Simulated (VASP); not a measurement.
# Be3H2 (P321) in VASP: reference runs

Reference runs on Be3H2: the cell as given.

Everything below comes from runs of VASP 6.6.1. Logs are shortened: lines on timing, memory, paths and dates and some standing lists are left out, and cuts for length are marked.

### 1 The crystal as given

The structure is trigonal, space group P321 (No. 150). The conventional cell has a = 3.710 Å, b = 3.710 Å, c = 3.600 Å, α = 90.00°, β = 90.00°, γ = 120.00°. Around Be (site symmetry 2) lie 2 H at 1.55 Å. H (site symmetry 3) is surrounded by 3 Be at 1.55 Å.

The cell was built by a generator and needn't be a form met in nature.

### 2 Single point, PBE

INCAR reads:

```
SYSTEM = Be3H2
  PREC = Accurate
  ENCUT = 520
  EDIFF = 1E-7
  ISMEAR = -1
  SIGMA = 0.05
  LREAL = .FALSE.
  LASPH = .TRUE.
  NELM = 80
  ALGO = Normal
  ISIF = 2
  LWAVE = .FALSE.
  LCHARG = .FALSE.
  GGA = PE
  NBANDS = 12
```

KPOINTS reads:

```
Automatic mesh
0
G
  8 8 7
  0 0 0
```

POSCAR reads:

```
Be3H2
1.0
    3.7098100000      0.0000000000      0.0000000000
   -1.8549000000      3.2127900000      0.0000000000
    0.0000000000      0.0000000000      3.5997900000
Be H
3 2
Direct
    0.3314200000      0.3314200000      0.0000000000
    0.6685800000      0.0000000000      0.0000000000
    0.0000000000      0.6685800000      0.0000000000
    0.3333300000      0.6666700000      0.2574400000
    0.6666700000      0.3333300000      0.7425600000
```

Potentials or basis: VASP PAW PBE potentials, release 64 (Be, H).

Launch:

```sh
$ cat potpaw_PBE.64/Be/POTCAR potpaw_PBE.64/H/POTCAR > POTCAR
$ mpirun -np 1 vasp_std > vasp.out
```

OUTCAR:

```text
SYSTEM = Be3H2
   PREC = Accurate
   ENCUT = 520
   EDIFF = 1E-7
   ISMEAR = -1
   LREAL = .FALSE.
   LASPH = .TRUE.
   NELM = 80
   ISIF = 2
   GGA = PE

 ion  position               nearest neighbor table
   1  0.331  0.331  0.000-   4 1.55   5 1.55   3 2.13   2 2.13   3 2.15   2 2.15   2 2.15   3 2.15

   2  0.669  0.000  0.000-   5 1.55   4 1.55   3 2.13   1 2.13   1 2.15   3 2.15   1 2.15   3 2.15

   3  0.000  0.669  0.000-   4 1.55   5 1.55   2 2.13   1 2.13   1 2.15   2 2.15   2 2.15   1 2.15

   4  0.333  0.667  0.257-   3 1.55   2 1.55   1 1.55
   5  0.667  0.333  0.743-   2 1.55   3 1.55   1 1.55

  LATTYP: Found a hexagonal cell.
 ALAT       =     3.7098100000
 C/A-ratio  =     0.9703434947

  Lattice vectors:

 A1 = (   3.7098100000,   0.0000000000,   0.0000000000)
 A2 = (  -1.8549000000,   3.2127900000,   0.0000000000)
 A3 = (   0.0000000000,   0.0000000000,   3.5997900000)

Analysis of symmetry for initial positions (statically):
=====================================================================
 Subroutine PRICEL returns:
 Original cell was already a primitive cell.

 Routine SETGRP: Setting up the symmetry group for a
 hexagonal supercell.

 Subroutine GETGRP returns: Found  2 space group operations
 (whereof  2 operations were pure point group operations)
 out of a pool of 24 trial point group operations.

The static configuration has the point symmetry C_2 .

Analysis of symmetry for dynamics (positions and initial velocities):
=====================================================================
 Subroutine PRICEL returns:
 Original cell was already a primitive cell.

 Routine SETGRP: Setting up the symmetry group for a
 hexagonal supercell.

 Subroutine GETGRP returns: Found  2 space group operations
 (whereof  2 operations were pure point group operations)
 out of a pool of 24 trial point group operations.

The dynamic configuration has the point symmetry C_2 .

 Subroutine INISYM returns: Found  2 space group operations
 (whereof  2 operations are pure point group operations),
 and found     1 'primitive' translations

----------------------------------------------------------------------------------------

                                     Primitive cell

  volume of cell :      42.9053

  direct lattice vectors                    reciprocal lattice vectors
     3.709810000  0.000000000  0.000000000     0.269555584  0.155627555  0.000000000
    -1.854900000  3.212790000  0.000000000     0.000000000  0.311255949  0.000000000
     0.000000000  0.000000000  3.599790000     0.000000000  0.000000000  0.277793982

  length of vectors
     3.709810000  3.709807757  3.599790000     0.311255761  0.311255949  0.277793982

  position of ions in fractional coordinates (direct lattice)
     0.331420000  0.331420000  0.000000000
     0.668580000  0.000000000  0.000000000
     1.000000000  0.668580000  0.000000000
     0.333330000  0.666670000  0.257440000
     0.666670000  0.333330000  0.742560000

  ion indices of the primitive-cell ions
   primitive index   ion index
                 1           1
                 2           2
                 3           3
                 4           4
                 5           5

----------------------------------------------------------------------------------------

 KPOINTS: Automatic mesh

Automatic generation of k-mesh.
 Grid dimensions read from file:
 generate k-points for:    8    8    7

 Generating k-lattice:

  Cartesian coordinates                     Fractional coordinates (reciprocal lattice)
     0.033694448  0.019453444  0.000000000     0.125000000 -0.000000000  0.000000000
     0.000000000  0.038906994  0.000000000     0.000000000  0.125000000  0.000000000
     0.000000000  0.000000000  0.039684855     0.000000000  0.000000000  0.142857143

  Length of vectors
     0.038906970  0.038906994  0.039684855

  Shift w.r.t. Gamma in fractional coordinates (k-lattice)
     0.000000000  0.000000000  0.000000000

 Subroutine IBZKPT returns following result:
 ===========================================

 Found    129 irreducible k-points:

 Following reciprocal coordinates:
            Coordinates               Weight
  0.000000  0.000000  0.000000      1.000000
  0.125000 -0.000000  0.000000      4.000000
 -0.125000  0.125000  0.000000      2.000000
  0.250000 -0.000000  0.000000      4.000000
 -0.250000  0.250000  0.000000      2.000000
  0.375000  0.000000  0.000000      4.000000
[... 16 lines left out ...]
  0.125000 -0.000000  0.142857      4.000000
  0.000000  0.125000  0.142857      4.000000
 [... further k-points ...]
   k-points           NKPTS =    129   k-points in BZ     NKDIM =    129   number of bands    NBANDS=     12
   number of dos      NEDOS =    301   number of ions     NIONS =      5
   total plane-waves  NPLWV =  21952
   dimension x,y,z NGX =    28 NGY =   28 NGZ =   28
   dimension x,y,z NGXF=    56 NGYF=   56 NGZF=   56
   ions per type =               3   2
   NGX,Y,Z   is equivalent  to a cutoff of  12.55, 12.55, 12.93 a.u.
   NGXF,Y,Z  is equivalent  to a cutoff of  25.10, 25.10, 25.86 a.u.
 SYSTEM =  Be3H2
   PREC   = accura    normal or accurate (medium, high low for compatibility)
   ISTART =      0    job   : 0-new  1-cont  2-samecut
   ICHARG =      2    charge: 1-file 2-atom 10-const
   ISPIN  =      1    spin polarized calculation?
   LNONCOLLINEAR =      F non collinear calculations
   LSORBIT =      F    spin-orbit coupling
   LASPH  =      T    aspherical Exc in radial PAW
   ENCUT  =  520.0 eV  38.22 Ry    6.18 a.u.   6.90  6.90  6.69*2*pi/ulx,y,z
   NELM   =     80;   NELMIN=  2; NELMDL= -5     # of ELM steps
   EDIFF  = 0.1E-06   stopping-criterion for ELM
   LREAL  =      F    real-space projection
   EDIFFG = 0.1E-05   stopping-criterion for IOM
   NSW    =      0    number of steps for IOM
   IBRION =     -1    ionic relax: 0-MD 1-quasi-New 2-CG
   NFREE  =      0    steps in history (QN), initial steepest desc. (CG)
   ISIF   =      2    stress and relaxation
   ISYM   =      2    0-nonsym 1-usesym 2-fastsym
   POTIM  = 0.5000    time-step for ionic-motion
   TEBEG  =    0.0;   TEEND  =   0.0 temperature during run
   PSTRESS=    0.0 pullay stress
   NELECT =       8.0000    total number of electrons
   NUPDOWN=      -1.0000    fix difference up-down
   EMIN   =  10.00;   EMAX   =-10.00  energy-range for DOS
   EFERMI =   0.00;   METHOD = LEGACY
   ISMEAR =    -1;   SIGMA  =   0.05  broadening in eV -4-tet -1-fermi 0-gaus
   EFERMI_NEDOS =   21; number of points for ismear=-14 and -15
   IALGO  =     38    algorithm
   IMIX   =      4    mixing-type and parameters
     AMIX     =   0.40;   BMIX     =  1.00
     AMIX_MAG =   1.60;   BMIX_MAG =  1.00
  volume/ion in A,a.u.               =       8.58        57.91
  Fermi-wavevector in a.u.,A,eV,Ry     =   0.935264  1.767394 11.901283  0.874720
  Thomas-Fermi vector in A             =   2.062154
   LORBIT       =      0    0 simple, 1 ext, 2 COOP (PROOUT), +10 PAW based schemes
   GGA     = PE    functional components
   LHFCALC =     F    Hartree Fock is set to
   AEXX    =    0.0000 exact exchange contribution
   IVDW    =     0    specifies the selected vdW correction
   LEPSILON=     F    determine dielectric tensor
   LRPA    =     F    only Hartree local field effects (RPA)
 non-spin polarized calculation
  energy-cutoff  :      520.00
  volume of cell :       42.91
 maximum number of plane-waves:      1174
   NGX = 13   NGY = 13   NGZ = 13

 number of electron       8.0000000 magnetization

 Free energy of the ion-electron system (eV)
  ---------------------------------------------------
  ext. energy  EPLUGINS =         0.00000000
  ---------------------------------------------------
  free energy    TOTEN  =       -15.75859195 eV

  energy without entropy =      -15.74857830  energy(sigma->0) =      -15.75358513

 E-fermi :   2.7246     XC(G=0):  -9.0040

 val. band max:        2.7017591371   @ k =   0.3750   0.1250   0.1429
 cond. band min:       2.7596327461   @ k =   0.3750   0.0000   0.4286
 fundamental gap:      0.0578736090
 Fermi energy:         2.7245974440

 k-point     1 :       0.0000    0.0000    0.0000
  band No.  band energies     occupation
      1      -7.6185      2.00000
      2      -2.6540      2.00000
      3       2.8843      0.07875
      4       3.5383      0.00000
      5       3.7799      0.00000
      6       3.7799      0.00000
      7       7.1756      0.00000
      8      10.3347      0.00000
      9      10.3348      0.00000
     10      12.2222      0.00000
     11      12.8193      0.00000
     12      12.8193      0.00000

 k-point     2 :       0.1250   -0.0000    0.0000
  band No.  band energies     occupation
      1      -7.4711      2.00000
      2      -2.8196      2.00000
      3       1.6721      2.00000
      4       2.6836      1.38864
      5       4.7127      0.00000
      6       5.2001      0.00000
      7       7.3159      0.00000
      8      10.5555      0.00000
      9      10.7166      0.00000
     10      10.8375      0.00000
     11      12.1262      0.00000
     12      13.8070      0.00000

 k-point     3 :      -0.1250    0.1250    0.0000
  band No.  band energies     occupation
      1      -7.4711      2.00000
      2      -2.8196      2.00000
      3       1.6721      2.00000
      4       2.6836      1.38851
      5       4.7127      0.00000
      6       5.2001      0.00000
      7       7.3159      0.00000
      8      10.5556      0.00000
      9      10.7166      0.00000
     10      10.8375      0.00000
     11      12.1262      0.00000
     12      13.8069      0.00000

 k-point     4 :       0.2500   -0.0000    0.0000
  band No.  band energies     occupation
      1      -7.0410      2.00000
      2      -3.3444      2.00000
      3       0.3175      2.00000
      4       2.4640      1.98915
      5       5.1674      0.00000
      6       6.9410      0.00000
      7       7.8906      0.00000
      8       8.9545      0.00000
      9      10.7508      0.00000
     10      11.1390      0.00000
     11      12.5334      0.00000
     12      13.9896      0.00000

 k-point     5 :      -0.2500    0.2500    0.0000
  band No.  band energies     occupation
      1      -7.0410      2.00000
      2      -3.3444      2.00000
      3       0.3174      2.00000
      4       2.4640      1.98915
      5       5.1674      0.00000
      6       6.9411      0.00000
      7       7.8906      0.00000
      8       8.9545      0.00000
      9      10.7508      0.00000
     10      11.1389      0.00000
     11      12.5334      0.00000
     12      13.9896      0.00000
[... 228 lines left out ...]
      1      -5.4732      2.00000
      2      -4.9266      2.00000
      3      -1.6542      2.00000
      4       3.9916      0.00000
      5       4.7671      0.00000
      6       7.6145      0.00000
      7       8.0319      0.00000
      8       9.0377      0.00000
      9       9.3740      0.00000
     10      12.7311      0.00000
     11      12.7344      0.00000
     12      14.2282      0.00000

 k-point    22 :       0.0000    0.0000    0.1429
  band No.  band energies     occupation
      1      -7.4584      2.00000
      2      -2.9070      2.00000
      3       2.8924      0.06733
      4       2.9590      0.01824
      5       3.8567      0.00000
      6       3.8625      0.00000
      7       8.3535      0.00000
      8      10.2551      0.00000
      9      10.3345      0.00000
     10      11.5369      0.00000
     11      12.7282      0.00000
     12      12.8350      0.00000

 k-point    23 :       0.1250   -0.0000    0.1429
  band No.  band energies     occupation
      1      -7.3128      2.00000
      2      -3.0122      2.00000
      3       1.7318      2.00000
      4       2.2231      1.99991
      5       4.6459      0.00000
      6       5.2062      0.00000
      7       8.3496      0.00000
      8       9.7656      0.00000
      9      10.5618      0.00000
     10      11.2818      0.00000
     11      12.1654      0.00000
     12      13.3691      0.00000

 k-point    24 :       0.0000    0.1250    0.1429
  band No.  band energies     occupation
      1      -7.3128      2.00000
      2      -3.0123      2.00000
      3       1.7291      2.00000
      4       2.2219      1.99991
      5       4.7576      0.00000
      6       5.0842      0.00000
      7       8.3589      0.00000
      8       9.8356      0.00000
      9      10.3659      0.00000
     10      11.3869      0.00000
     11      12.4447      0.00000
     12      13.0363      0.00000

 [... further k-points ...]

------------------------ aborting loop because EDIFF is reached ----------------------------------------

  FORCE on cell =-STRESS in cart. coord.  units (eV):
  Direction    XX          YY          ZZ          XY          YZ          ZX
  --------------------------------------------------------------------------------------
  -------------------------------------------------------------------------------------
  Total       -0.0753121     -0.0753805      0.2078391     -0.0000594     -0.0000489      0.0000846
  in kB       -2.8123146     -2.8148709      7.7611608     -0.0022178     -0.0018244      0.0031599
  external PRESSURE =       0.7113251 kB  Pullay stress =       0.0000000 kB

 VOLUME and BASIS-vectors are now :
 -----------------------------------------------------------------------------
  energy-cutoff  :      520.00
  volume of cell :       42.91
      direct lattice vectors                 reciprocal lattice vectors
     3.709810000  0.000000000  0.000000000     0.269555584  0.155627555  0.000000000
    -1.854900000  3.212790000  0.000000000     0.000000000  0.311255949  0.000000000
     0.000000000  0.000000000  3.599790000     0.000000000  0.000000000  0.277793982

 POSITION                                       TOTAL-FORCE (eV/Angst)
 -----------------------------------------------------------------------------------
      0.61475      1.06478      0.00000         0.025922      0.044899      0.000000
      2.48030      0.00000      0.00000        -0.051785     -0.000020      0.000030
     -1.24015      2.14801      0.00000         0.025875     -0.044857     -0.000030
     -0.00002      2.14187      0.92673         0.000037     -0.000036      0.027947
      1.85493      1.07092      2.67306        -0.000050      0.000014     -0.027947
 -----------------------------------------------------------------------------------
    total drift:                               -0.000009      0.000005     -0.000000

  FREE ENERGIE OF THE ION-ELECTRON SYSTEM (eV)
  ---------------------------------------------------
  free  energy   TOTEN  =       -15.7585919504 eV

  energy  without entropy=      -15.7485783042  energy(sigma->0) =      -15.75358513
```

Wall time 23 s (1 thread of Intel Xeon 6975P-C (Granite Rapids), shared host); peak memory 0.19 GiB.

What came out:

```
Free energy            : -15.7586 eV
Pressure               : 0.1 GPa
Largest force          : 0.052 eV/Å
Band gap on the k mesh : none (metal or under the smearing width)
```

Forces in eV/Å, atoms in the order of the input:
```
Be   0.026  0.045  0.000
Be  -0.052  0.000  0.000
Be   0.026 -0.045  0.000
H    0.000  0.000  0.028
H    0.000  0.000 -0.028
```
